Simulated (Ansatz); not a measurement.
Cubic perovskite BaSnO₃, treated with PBEsol-D3(BJ) in Ansatz (PAW).

Numerical settings: plane-wave cutoff 520 eV, 8×8×8 k mesh, Fermi–Dirac smearing 0.01 eV, scalar-relativistic PAW data made under PBE.

Response to compression and expansion:

```
V (Å³/atom)  P (GPa)  direct gap at Γ (eV)  smallest gap on the k mesh (eV)
-----------  -------  --------------------  -------------------------------
12.917         11.48                 2.363                            1.918
13.192          7.19                 2.089                            1.631
13.466          3.38                 1.827                            1.357
13.741         -0.01                 1.576                            1.097
14.016         -3.03                 1.336                            0.849
14.291         -5.71                 1.106                            0.612
14.566         -8.08                 0.886                            0.387
```

The fundamental gap (1.10 eV at the equilibrium volume, with added k points) lies elsewhere than Γ–Γ.

Measured, for comparison: band gap 2.95 eV (temperature not stated, no zero-point or thermal correction, indirect, from the absorption edge of a single crystal; as tabulated in Kim et al. (2012), arXiv:1207.0764).

Spin–orbit coupling is not included.

Ansatz is an electronic-structure program.
